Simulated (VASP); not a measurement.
# Nb (I4/mmm) in VASP: further runs

The runs below take Nb through single point, with PBE.

Everything below comes from runs of VASP 6.6.1. Logs are shortened: lines on timing, memory, paths and dates and some standing lists are left out, and cuts for length are marked.

## (1) The cell of the first run

The structure is tetragonal, space group I4/mmm (No. 139). The conventional cell has a = 2.916 Å, b = 2.916 Å, c = 4.019 Å, α = 90.00°, β = 90.00°, γ = 90.00°. Nb (site symmetry 4/mmm) has 12 Nb at 2.88 to 2.92 Å as nearest neighbours.

This isn't the form of Nb at room conditions, which is bcc.

## (2) Single point, PBE (strain -0.025 along x and y, -0.050 along z, atoms carried along)

The input, INCAR:

```
SYSTEM = Nb
PREC = Accurate ; ENCUT = 520
EDIFF = 1E-6 ; ISMEAR = 0
SIGMA = 0.15 ; LREAL = .False.
LASPH = .True. ; NELM = 100
ALGO = Fast ; ISIF = 2
LWAVE = .False. ; LCHARG = .False.
GGA = PE ; NBANDS = 12
```

The input, KPOINTS:

```
regular mesh
0
Gamma
  20 20 20
  0 0 0
```

The input, POSCAR:

```
Nb
1.0
    0.0000000000      2.0621250000      2.0092500000
    2.0621250000      0.0000000000      2.0092500000
    2.0621250000      2.0621250000      0.0000000000
Nb
1
Direct
    0.0000000000      0.0000000000      0.0000000000
```

Potentials or basis: VASP PAW PBE potentials, release 64 (Nb_sv).

On the command line:

```sh
> cat potpaw_PBE.64/Nb_sv/POTCAR > POTCAR
> mpirun -np 1 vasp_std > vasp.out
```

OUTCAR:

```text
SYSTEM = Nb
   PREC = Accurate
   ENCUT = 520
   EDIFF = 1E-6
   ISMEAR = 0
   LREAL = .False.
   LASPH = .True.
   NELM = 100
   ISIF = 2
   GGA = PE

 ion  position               nearest neighbor table
   1  0.000  0.000  0.000-

  LATTYP: Found a body centered tetragonal cell.
 ALAT       =     2.9162851423
 C/A-ratio  =     1.3779516762

  Lattice vectors:

 A1 = (   0.0000000000,  -2.0621250000,  -2.0092500000)
 A2 = (   0.0000000000,   2.0621250000,  -2.0092500000)
 A3 = (   2.0621250000,   0.0000000000,   2.0092500000)

Analysis of symmetry for initial positions (statically):
=====================================================================
 Subroutine PRICEL returns:
 Original cell was already a primitive cell.

 Routine SETGRP: Setting up the symmetry group for a
 body centered tetragonal supercell.

 Subroutine GETGRP returns: Found 16 space group operations
 (whereof 16 operations were pure point group operations)
 out of a pool of 16 trial point group operations.

The static configuration has the point symmetry D_4h.

Analysis of symmetry for dynamics (positions and initial velocities):
=====================================================================
 Subroutine PRICEL returns:
 Original cell was already a primitive cell.

 Routine SETGRP: Setting up the symmetry group for a
 body centered tetragonal supercell.

 Subroutine GETGRP returns: Found 16 space group operations
 (whereof 16 operations were pure point group operations)
 out of a pool of 16 trial point group operations.

The dynamic configuration has the point symmetry D_4h.

 Subroutine INISYM returns: Found 16 space group operations
 (whereof 16 operations are pure point group operations),
 and found     1 'primitive' translations

----------------------------------------------------------------------------------------

                                     Primitive cell

  volume of cell :      17.0881

  direct lattice vectors                    reciprocal lattice vectors
     0.000000000  2.062125000  2.009250000    -0.242468328  0.242468328  0.248849073
     2.062125000  0.000000000  2.009250000     0.242468328 -0.242468328  0.248849073
     2.062125000  2.062125000  0.000000000     0.242468328  0.242468328 -0.248849073

  length of vectors
     2.879139642  2.879139642  2.916285142     0.423683421  0.423683421  0.423683421

  position of ions in fractional coordinates (direct lattice)
     0.000000000  0.000000000  0.000000000

  ion indices of the primitive-cell ions
   primitive index   ion index
                 1           1

----------------------------------------------------------------------------------------

 KPOINTS: regular mesh

Automatic generation of k-mesh.
 Grid dimensions read from file:
 generate k-points for:   20   20   20

 Generating k-lattice:

  Cartesian coordinates                     Fractional coordinates (reciprocal lattice)
    -0.012123416  0.012123416  0.012442454     0.050000000  0.000000000  0.000000000
     0.012123416 -0.012123416  0.012442454     0.000000000  0.050000000  0.000000000
     0.012123416  0.012123416 -0.012442454     0.000000000  0.000000000  0.050000000

  Length of vectors
     0.021184171  0.021184171  0.021184171

  Shift w.r.t. Gamma in fractional coordinates (k-lattice)
     0.000000000  0.000000000  0.000000000

 Subroutine IBZKPT returns following result:
 ===========================================

 Found    641 irreducible k-points:

 Following reciprocal coordinates:
            Coordinates               Weight
  0.000000  0.000000  0.000000      1.000000
  0.050000  0.000000  0.000000      8.000000
  0.100000 -0.000000  0.000000      8.000000
  0.150000  0.000000  0.000000      8.000000
  0.200000 -0.000000  0.000000      8.000000
  0.250000 -0.000000  0.000000      8.000000
[... 16 lines left out ...]
 -0.400000  0.050000  0.000000      8.000000
 -0.350000  0.050000  0.000000      8.000000
 [... further k-points ...]
   k-points           NKPTS =    641   k-points in BZ     NKDIM =    641   number of bands    NBANDS=     12
   number of dos      NEDOS =    301   number of ions     NIONS =      1
   total plane-waves  NPLWV =  13824
   dimension x,y,z NGX =    24 NGY =   24 NGZ =   24
   dimension x,y,z NGXF=    48 NGYF=   48 NGZF=   48
   ions per type =               1
   NGX,Y,Z   is equivalent  to a cutoff of  13.86, 13.86, 13.68 a.u.
   NGXF,Y,Z  is equivalent  to a cutoff of  27.72, 27.72, 27.36 a.u.
 SYSTEM =  Nb
   PREC   = accura    normal or accurate (medium, high low for compatibility)
   ISTART =      0    job   : 0-new  1-cont  2-samecut
   ICHARG =      2    charge: 1-file 2-atom 10-const
   ISPIN  =      1    spin polarized calculation?
   LNONCOLLINEAR =      F non collinear calculations
   LSORBIT =      F    spin-orbit coupling
   LASPH  =      T    aspherical Exc in radial PAW
   ENCUT  =  520.0 eV  38.22 Ry    6.18 a.u.   5.35  5.35  5.42*2*pi/ulx,y,z
   NELM   =    100;   NELMIN=  2; NELMDL= -5     # of ELM steps
   EDIFF  = 0.1E-05   stopping-criterion for ELM
   LREAL  =      F    real-space projection
   EDIFFG = 0.1E-04   stopping-criterion for IOM
   NSW    =      0    number of steps for IOM
   IBRION =     -1    ionic relax: 0-MD 1-quasi-New 2-CG
   NFREE  =      0    steps in history (QN), initial steepest desc. (CG)
   ISIF   =      2    stress and relaxation
   ISYM   =      2    0-nonsym 1-usesym 2-fastsym
   POTIM  = 0.5000    time-step for ionic-motion
   TEBEG  =    0.0;   TEEND  =   0.0 temperature during run
   PSTRESS=    0.0 pullay stress
   NELECT =      13.0000    total number of electrons
   NUPDOWN=      -1.0000    fix difference up-down
   EMIN   =  10.00;   EMAX   =-10.00  energy-range for DOS
   EFERMI =   0.00;   METHOD = LEGACY
   ISMEAR =     0;   SIGMA  =   0.15  broadening in eV -4-tet -1-fermi 0-gaus
   EFERMI_NEDOS =   21; number of points for ismear=-14 and -15
   IALGO  =     68    algorithm
   IMIX   =      4    mixing-type and parameters
     AMIX     =   0.40;   BMIX     =  1.00
     AMIX_MAG =   1.60;   BMIX_MAG =  1.00
  volume/ion in A,a.u.               =      17.09       115.32
  Fermi-wavevector in a.u.,A,eV,Ry     =   1.494484  2.824165 30.388377  2.233483
  Thomas-Fermi vector in A             =   2.606751
   LORBIT       =      0    0 simple, 1 ext, 2 COOP (PROOUT), +10 PAW based schemes
   GGA     = PE    functional components
   LHFCALC =     F    Hartree Fock is set to
   AEXX    =    0.0000 exact exchange contribution
   IVDW    =     0    specifies the selected vdW correction
   LEPSILON=     F    determine dielectric tensor
   LRPA    =     F    only Hartree local field effects (RPA)
 non-spin polarized calculation
 RMM-DIIS sequential band-by-band and
 Gauss-broadening in eV      SIGMA  =   0.15
  energy-cutoff  :      520.00
  volume of cell :       17.09
 maximum number of plane-waves:       487
 NGX is ok and might be reduce to    24
   NGX = 11   NGY = 11   NGZ = 11

 number of electron      12.9999999 magnetization

 Free energy of the ion-electron system (eV)
  ---------------------------------------------------
  ext. energy  EPLUGINS =         0.00000000
  ---------------------------------------------------
  free energy    TOTEN  =        -9.82495669 eV

  energy without entropy =       -9.80901621  energy(sigma->0) =       -9.81698645

 E-fermi :  12.3271     XC(G=0): -12.7765

 val. band max:       12.3220509807   @ k =   0.5000  -0.0000   0.0000
 cond. band min:      12.3286542056   @ k =  -0.4000   0.2500   0.0000
 fundamental gap:      0.0066032249
 Fermi energy:        12.3270872942

 k-point     1 :       0.0000    0.0000    0.0000
  band No.  band energies     occupation
      1     -42.3835      2.00000
      2     -17.5689      2.00000
      3     -17.5689      2.00000
      4     -17.5652      2.00000
      5       5.8893      2.00000
      6      12.2489      1.53879
      7      12.2489      1.53879
      8      12.5769      0.01849
      9      15.0747      0.00000
     10      15.5242      0.00000
     11      24.2405      0.00000
     12      29.1427      0.00000

 k-point     2 :       0.0500    0.0000    0.0000
  band No.  band energies     occupation
      1     -42.3768      2.00000
      2     -17.6102      2.00000
      3     -17.5748      2.00000
      4     -17.5709      2.00000
      5       5.9942      2.00000
      6      12.2035      1.75621
      7      12.2976      1.21928
      8      12.5862      0.01457
      9      15.0321      0.00000
     10      15.4709      0.00000
     11      24.4568      0.00000
     12      28.8722      0.00000

 k-point     3 :       0.1000   -0.0000    0.0000
  band No.  band energies     occupation
      1     -42.3572      2.00000
      2     -17.7321      2.00000
      3     -17.5915      2.00000
      4     -17.5836      2.00000
      5       6.2965      2.00000
      6      12.0242      1.99571
      7      12.4264      0.34890
      8      12.6766      0.00098
      9      14.9339      0.00000
     10      15.3385      0.00000
     11      25.0513      0.00000
     12      28.0513      0.00000
[... 286 lines left out ...]
 k-point    23 :      -0.4000    0.0500    0.0000
  band No.  band energies     occupation
      1     -42.1168      2.00000
      2     -19.0498      2.00000
      3     -17.7804      2.00000
      4     -17.7721      2.00000
      5       8.2569      2.00000
      6      12.1127      1.95677
      7      12.2589      1.47946
      8      13.3541      0.00000
      9      16.9437      0.00000
     10      17.5002      0.00000
     11      23.7231      0.00000
     12      25.6986      0.00000

 k-point    24 :      -0.3500    0.0500    0.0000
  band No.  band energies     occupation
      1     -42.1455      2.00000
      2     -18.9022      2.00000
      3     -17.7605      2.00000
      4     -17.7523      2.00000
      5       8.2903      2.00000
      6      12.2513      1.52491
      7      12.3741      0.65766
      8      12.6940      0.00054
      9      16.2950      0.00000
     10      17.0637      0.00000
     11      23.9112      0.00000
     12      26.9789      0.00000

 [... further k-points ...]
[... 5 lines left out ...]
  --------------------------------------------------------------------------------------
  -------------------------------------------------------------------------------------
  Total        2.2072136      2.2072136      1.2281464      0.0000000     -0.0000000     -0.0000000
  in kB      206.9478883    206.9478883    115.1507463      0.0000000     -0.0000000     -0.0000000
  external PRESSURE =     176.3488409 kB  Pullay stress =       0.0000000 kB

 VOLUME and BASIS-vectors are now :
 -----------------------------------------------------------------------------
  energy-cutoff  :      520.00
  volume of cell :       17.09
      direct lattice vectors                 reciprocal lattice vectors
     0.000000000  2.062125000  2.009250000    -0.242468328  0.242468328  0.248849073
     2.062125000  0.000000000  2.009250000     0.242468328 -0.242468328  0.248849073
     2.062125000  2.062125000  0.000000000     0.242468328  0.242468328 -0.248849073

 POSITION                                       TOTAL-FORCE (eV/Angst)
 -----------------------------------------------------------------------------------
      0.00000      0.00000      0.00000         0.000000     -0.000000      0.000000
 -----------------------------------------------------------------------------------
    total drift:                                0.000000      0.000000      0.000000

  FREE ENERGIE OF THE ION-ELECTRON SYSTEM (eV)
  ---------------------------------------------------
  free  energy   TOTEN  =        -9.8249566868 eV

  energy  without entropy=       -9.8090162139  energy(sigma->0) =       -9.81698645
```

It took 2 min on 1 thread of Intel Xeon Platinum 8488C (Sapphire Rapids), shared host; peak memory 0.24 GiB.

Results:

| Item | Value |
| --- | --- |
| Free energy | -9.8250 eV |
| Pressure | 17.6 GPa |
| Band gap on the k mesh | none (metal or under the smearing width) |

Levels at points of the mesh, in eV from the Fermi level:
```csv
k point,band 3,band 4,band 5,band 6,band 7,band 8,band 9,band 10
"(0.00, 0.00, 0.00)",-29.90,-29.89,-6.44,-0.08,-0.08,0.25,2.75,3.20
"(0.50, 0.00, 0.00)",-30.13,-30.07,-4.21,-0.38,0.00,1.75,5.12,5.33
"(0.50, 0.50, 0.00)",-30.50,-30.50,-4.62,-3.86,4.53,5.19,5.88,5.88
"(0.50, 0.00, 0.50)",-30.47,-30.40,-4.59,-3.78,4.03,5.21,5.70,6.03
```

Caveat: so large a pressure means that the cell lies far from this level's equilibrium, or that cutoff or potentials fall short.

## (3) Single point, PBE (strain -0.025 along x and y, +0.050 along z, atoms carried along)

The input, INCAR:

```
PREC = Accurate ; ENCUT = 520
EDIFF = 1E-6 ; ISMEAR = 0
SIGMA = 0.15 ; LREAL = False
LASPH = True ; NELM = 100
ALGO = Fast ; ISIF = 2
LWAVE = False ; LCHARG = True
GGA = PE ; LELF = True
LVHAR = True ; NBANDS = 12
```

The input, KPOINTS:

```
regular mesh
0
Gamma
  20 20 20
```

The input, POSCAR:

```
Nb
1.0
    0.0000000000      2.0621250000      2.2207500000
    2.0621250000      0.0000000000      2.2207500000
    2.0621250000      2.0621250000      0.0000000000
Nb
1
Direct
    0.0000000000      0.0000000000      0.0000000000
```

Potentials or basis: VASP PAW PBE potentials, release 64 (Nb_sv).

On the command line:

```sh
> cat potpaw_PBE.64/Nb_sv/POTCAR > POTCAR
> mpirun -np 1 vasp_std > vasp.out
```

Wall time 2.1 min (1 thread of Intel Xeon Platinum 8488C (Sapphire Rapids), shared host); peak memory 0.25 GiB.

The run converged. Its results:

- Free energy: -9.9474 eV
- Pressure: -2.2 GPa
- Band gap on the k mesh: none (metal or under the smearing width)

Stress tensor (GPa, compression positive):
```
-6.59  0.00  0.00
 0.00 -6.59  0.00
 0.00  0.00  6.53
```

Levels at points of the mesh, in eV from the Fermi level:
```
           k point  band 4  band 5  band 6  band 7  band 8  band 9
(0.00, 0.00, 0.00)  -30.14   -6.17   -0.41    0.48    0.48    2.06
(0.50, 0.00, 0.00)  -30.24   -3.78   -0.47    0.44    1.39    4.43
(0.50, 0.50, 0.00)  -30.47   -3.96   -3.16    2.74    4.73    5.16
(0.50, 0.00, 0.50)  -30.54   -3.99   -3.25    4.03    4.52    4.73
```

## (4) Single point, PBE (strain -0.050 along x and y, -0.050 along z, atoms carried along)

The input, INCAR:

```
SYSTEM = Nb
PREC = Accurate ; ENCUT = 520
EDIFF = 1E-7 ; ISMEAR = 0
SIGMA = 0.15 ; LREAL = .False.
LASPH = .True. ; NELM = 100
ALGO = Fast ; ISIF = 2
LWAVE = .False. ; LCHARG = .True.
GGA = PE ; LELF = .True.
LVHAR = .True. ; NBANDS = 12
```

The input, KPOINTS:

```
regular mesh
0
Gamma
  20 20 20
  0 0 0
```

The input, POSCAR:

```
Nb
1.0
    0.0000000000      2.0092500000      2.0092500000
    2.0092500000      0.0000000000      2.0092500000
    2.0092500000      2.0092500000      0.0000000000
Nb
1
Direct
    0.0000000000      0.0000000000      0.0000000000
```

Potentials or basis: VASP PAW PBE potentials, release 64 (Nb_sv).

On the command line:

```sh
> cat potpaw_PBE.64/Nb_sv/POTCAR > POTCAR
> mpirun -np 1 vasp_std > vasp.out
```

OUTCAR:

```text
SYSTEM = Nb
   PREC = Accurate
   ENCUT = 520
   EDIFF = 1E-7
   ISMEAR = 0
   LREAL = .False.
   LASPH = .True.
   NELM = 100
   ISIF = 2
   GGA = PE

 ion  position               nearest neighbor table
   1  0.000  0.000  0.000-

  LATTYP: Found a face centered cubic cell.
 ALAT       =     4.0185000000

  Lattice vectors:

 A1 = (   0.0000000000,   2.0092500000,   2.0092500000)
 A2 = (   2.0092500000,   0.0000000000,   2.0092500000)
 A3 = (   2.0092500000,   2.0092500000,   0.0000000000)

Analysis of symmetry for initial positions (statically):
=====================================================================
 Subroutine PRICEL returns:
 Original cell was already a primitive cell.

 Routine SETGRP: Setting up the symmetry group for a
 face centered cubic supercell.

 Subroutine GETGRP returns: Found 48 space group operations
 (whereof 48 operations were pure point group operations)
 out of a pool of 48 trial point group operations.

The static configuration has the point symmetry O_h .

Analysis of symmetry for dynamics (positions and initial velocities):
=====================================================================
 Subroutine PRICEL returns:
[... 163 lines left out ...]
 Fermi energy:        13.1328634818

 k-point     1 :       0.0000    0.0000    0.0000
  band No.  band energies     occupation
      1     -41.5637      2.00000
      2     -16.6049      2.00000
      3     -16.6049      2.00000
      4     -16.6049      2.00000
      5       6.5981      2.00000
      6      13.0959      1.27241
      7      13.0959      1.27241
      8      13.0959      1.27241
      9      16.2653      0.00000
     10      16.2653      0.00000
     11      25.0589      0.00000
     12      30.5072      0.00000
[... 331 lines left out ...]
 k-point    24 :      -0.3500    0.0500    0.0000
  band No.  band energies     occupation
      1     -41.2708      2.00000
      2     -18.1774      2.00000
      3     -16.8555      2.00000
      4     -16.7908      2.00000
      5       8.9241      2.00000
      6      13.0134      1.74013
      7      13.1643      0.76700
      8      13.5732      0.00003
      9      17.2859      0.00000
     10      18.2150      0.00000
     11      24.8356      0.00000
     12      28.5664      0.00000

 [... further k-points ...]
[... 5 lines left out ...]
  --------------------------------------------------------------------------------------
  -------------------------------------------------------------------------------------
  Total        3.0830445      3.0830445      3.0830445      0.0000000     -0.0000000      0.0000000
  in kB      304.4797775    304.4797775    304.4797775      0.0000000     -0.0000000      0.0000000
  external PRESSURE =     304.4797775 kB  Pullay stress =       0.0000000 kB

 VOLUME and BASIS-vectors are now :
 -----------------------------------------------------------------------------
  energy-cutoff  :      520.00
  volume of cell :       16.22
      direct lattice vectors                 reciprocal lattice vectors
     0.000000000  2.009250000  2.009250000    -0.248849073  0.248849073  0.248849073
     2.009250000  0.000000000  2.009250000     0.248849073 -0.248849073  0.248849073
     2.009250000  2.009250000  0.000000000     0.248849073  0.248849073 -0.248849073

 POSITION                                       TOTAL-FORCE (eV/Angst)
 -----------------------------------------------------------------------------------
      0.00000      0.00000      0.00000         0.000000      0.000000      0.000000
 -----------------------------------------------------------------------------------
    total drift:                                0.000000      0.000000     -0.000000

  FREE ENERGIE OF THE ION-ELECTRON SYSTEM (eV)
  ---------------------------------------------------
  free  energy   TOTEN  =        -9.6868414699 eV

  energy  without entropy=       -9.6711831000  energy(sigma->0) =       -9.67901228
```

stdout:

```text
POSCAR found type information on POSCAR Nb
 POSCAR found :  1 types and       1 ions
 scaLAPACK will be used
 LDA part: xc-table for (Slater+PW92), standard interpolation
 POSCAR, INCAR and KPOINTS ok, starting setup
 FFT: planning ... GRIDC
 FFT: planning ... GRID_SOFT
 FFT: planning ... GRID
 WAVECAR not read
 entering main loop
WARNING in EDDRMM: call to ZHEGV failed, returncode =   8  4      5
WARNING in EDDRMM: call to ZHEGV failed, returncode =   6  3      9
```

It took 59 s on 1 thread of Intel Xeon Platinum 8488C (Sapphire Rapids), shared host; peak memory 0.17 GiB.

What came out:

```
Free energy            : -9.6868 eV
Pressure               : 30.4 GPa
Band gap on the k mesh : none (metal or under the smearing width)
```

Caveat: so large a pressure means that the cell lies far from this level's equilibrium, or that cutoff or potentials fall short.

## (5) Overview

| cell | further INCAR settings | gap on the mesh (eV) | pressure (GPa) |
| --- | --- | --- | --- |
| strain -0.025 along x and y, -0.050 along z, atoms carried along | ALGO = Fast; EDIFF = 1e-06; NBANDS = 12 | none | 17.6 |
| strain -0.025 along x and y, +0.050 along z, atoms carried along | ALGO = Fast; EDIFF = 1e-06; NBANDS = 12 | none | -2.2 |
| strain -0.050 along x and y, -0.050 along z, atoms carried along | ALGO = Fast; EDIFF = 1e-07; NBANDS = 12 | none | 30.4 |

Alike in all rows: task single point; level PBE; potentials or basis VASP PAW PBE potentials, release 64 (Nb_sv); no spin polarisation; k mesh 20 × 20 × 20; cutoff (eV) 520; smearing gaussian 0.15 eV.

Caveats: so large a pressure means that the cell lies far from this level's equilibrium, or that cutoff or potentials fall short (some runs).

Total energies depend on the potentials used, so only differences within one code and one set of settings carry meaning.
